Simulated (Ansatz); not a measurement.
An Ansatz input (plane waves, PAW) for BaS in the WC-type structure that has something wrong with it:

```yaml
crystal:
  lattice:
    - [4.365293792184, 0.0, 0.0]
    - [-2.182646896092, 3.780455319014, 0.0]
    - [0.0, 0.0, 3.9780699241]
  atoms:
    - { symbol: ba, position: [-3.700743415525e-17, 0.0, 0.0] }
    - { symbol: S, position: [0.6666666666667, 0.3333333333333, 0.5] }
basis:
  ecutwfc: 420
  ecutrho_ratio: 4
kpoints:
  mp_grid: { grid: [10, 10, 8] }
hamiltonian:
  xc: pbe
scf:
  occupations: { method: gaussian, width: 0.05 }
  max_iter: 50
output:
  forces: true
  stress: true
```

Launched as:
```sh
ansatz run input.yaml --threads 2 --pin off --max-ram 2662MiB --backend cpu --events-out ev --progress --plain --runs-dir out
```

Question: What is wrong with it?

Answer: An unknown element. Against the sound input: crystal.atoms[0].symbol: "Ba" → "ba" (the cap on iterations is only a precaution).

What the program printed:

```
Error: YAML parse error: error: line 7 column 17: `ba` is not an element symbol (H … Og, case-exact)
```

The input was refused before any iteration. It ran for 0.02 s on 2 threads of Arm Neoverse V2, with other jobs on the host, peak memory 0.02 GiB. The run before the change (PBE, 420 eV, 10×10×8 mesh) gave:

```tsv
run	P (GPa)	gap on the mesh (eV)	cell moment (μB)	largest force component (eV/Å)
sound	0.0	2.04	–	0.000
```

The start was a prototype's sites filled with these elements. The Crystallography Open Database lists the compound in space group Fm-3m (rock salt), so this is a trial structure.

Of that run: Kohn–Sham gaps of semilocal functionals lie under measured ones, often by a third or more.
